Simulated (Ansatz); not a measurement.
HgTe: programs and potentials compared

```
CELL_PARAMETERS angstrom
0.00000 3.21450 3.21450
3.21450 0.00000 3.21450
3.21450 3.21450 0.00000
ATOMIC_POSITIONS crystal
Hg 0.00000 0.00000 0.00000
Te 0.75000 0.75000 0.75000
```

Alike in all runs: task band structure; functional LDA; k mesh 7 × 7 × 7; occupations fermi-dirac, width 0.05 eV; no spin polarisation; no spin-orbit coupling. LDA stands for any of its common fits. Pressure is positive in compression and, in plane waves, holds the error of the finite cutoff, which Ansatz's Pulay term estimates and takes out.

```csv
program and potentials,plane-wave cutoff (eV),points for each segment of the path,start,basis error allowed,notes,pressure (GPa)
"Ansatz, Ansatz PAW",420,14,-,-,"potentials made for PBE, which Ansatz adapts in part; 18 valence electrons an atom on average; Pulay term of +0.03 GPa included",0.16
"Ansatz, JTH PAW LDA",870,14,-,-,9 valence electrons an atom on average,0.40
"Ansatz, all-electron LAPW, scalar-relativistic",-,-,atoms,0.001 eV/atom,-,0.17
```

The pressure spans 0.16 (Ansatz, Ansatz PAW) to 0.40 GPa (Ansatz, JTH PAW LDA), with all-electron results at 0.17.

Differences between rows come from potentials, basis sets and numerical settings, since the functional is the same but for its coding. Runs on potential files found faulty are left out.

All three runs put the cell under slight compression, so LDA in each case would prefer a somewhat larger lattice constant. The Ansatz PAW result lies almost on the all-electron value, while JTH gives a clearly higher pressure. For a crystal as soft as HgTe, even that difference corresponds to only a small change in equilibrium volume.

The electron counts suggest that both PAW sets treat the Hg 5d shell as valence, which matters because it lies shallow and hybridises with Te p states. The larger set probably also frees Hg 5s and 5p and Te 4d. Freezing these shells may contribute to the JTH offset, but the comparison can't separate this from other differences in how the potentials were built. Likewise, the close match of the Ansatz PAW run may owe something to cancelling errors.

Agreement in pressure doesn't establish agreement in the bands: the inverted order of the s-like and p-like states at the zone centre depends sensitively on the relativistic lowering of Hg 6s, which pressure tests only indirectly.
